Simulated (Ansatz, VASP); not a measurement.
## One calculation of Hg, two programs

```
Hg
1.0
     4.17194    0.00000    0.00000
    -2.08597    3.61301    0.00000
     0.00000    0.00000    5.07366
Hg
3
Direct
  0.33332 0.00000 0.33333
  0.00000 0.33332 0.66667
  0.66668 0.66668 0.00000
```

Alike in both runs: functional PBEsol; k mesh 6 × 6 × 4; occupations gaussian, width 0.1 eV; no spin polarisation.

Ansatz relaxed the structure, and its values are those at the end. VASP's run is a single point on that final structure, the one shown.

```csv
,VASP,Ansatz
version,VASP 6.6.1,Ansatz 0.2.0
potentials or method,"VASP PAW PBE potentials, release 64 (Hg)","scalar-relativistic, plane waves, PAW"
plane-wave cutoff (eV),520,420
valence electrons in the cell,36,60
```

|  | VASP | Ansatz | Ansatz less VASP |
| --- | --- | --- | --- |
| gap on the k mesh at the Fermi level (eV) | none | none | - |
| pressure (GPa) | 0.3 | -0.2 | -0.42 |

A gap of «none» marks a metal or a gap that the smearing closes. With one functional, cell and mesh, what is left measures potentials, basis and numerics. The two sets of potentials don't hold the same shells in valence.

Caveats: the PAW data sets were made with another functional, which shifts forces and pressure a little (VASP). The runs have no spin-orbit coupling, so splittings on Hg are missing.
